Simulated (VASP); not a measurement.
Input of a VASP 6.6.1 run:

The input INCAR:

```
  PREC = Accurate
  ENCUT = 600
  EDIFF = 1E-6
  ISMEAR = 0
  SIGMA = 0.03
  LREAL = False
  LASPH = True
  NELM = 80
  ALGO = Normal
  ISIF = 3
  LWAVE = False
  LCHARG = False
  METAGGA = R2SCAN
  LMIXTAU = True
  IBRION = 2
  NSW = 90
  EDIFFG = -0.01
  PSTRESS = 445.0
  KPAR = 4
```

File KPOINTS:

```
regular mesh
0
Gamma
  6 6 6
```

POSCAR

```
SnO2
1.0
    5.1752560000      0.0000000000      0.0000000000
    0.0000000000      5.1752560000      0.0000000000
    0.0000000000      0.0000000000      5.1752560000
Sn O
4 8
Direct
    0.0000000000      0.5000000000      0.5000000000
    0.5000000000      0.5000000000      0.0000000000
    0.5000000000      0.0000000000      0.5000000000
    0.0000000000      0.0000000000      0.0000000000
    0.3389020000      0.1610980000      0.8389020000
    0.1610980000      0.8389020000      0.3389020000
    0.8389020000      0.3389020000      0.1610980000
    0.6610980000      0.6610980000      0.6610980000
    0.3389020000      0.3389020000      0.3389020000
    0.1610980000      0.6610980000      0.8389020000
    0.8389020000      0.1610980000      0.6610980000
    0.6610980000      0.8389020000      0.1610980000
```

Potentials or basis: VASP PAW PBE potentials, release 64 (Sn_d, O).

Command:

```console
$ cat potpaw_PBE.64/Sn_d/POTCAR potpaw_PBE.64/O/POTCAR > POTCAR
$ mpirun -np 4 vasp_std > vasp.out
```

(1) Estimate the relaxed cell.

(2) Estimate the space group after relaxing (to 0.05 Å).

Results:

(1) a = 4.874 Å, b = 4.874 Å, c = 4.874 Å, α = 90.00°, β = 90.00°, γ = 90.00°.

(2) Pa-3 (No. 205).
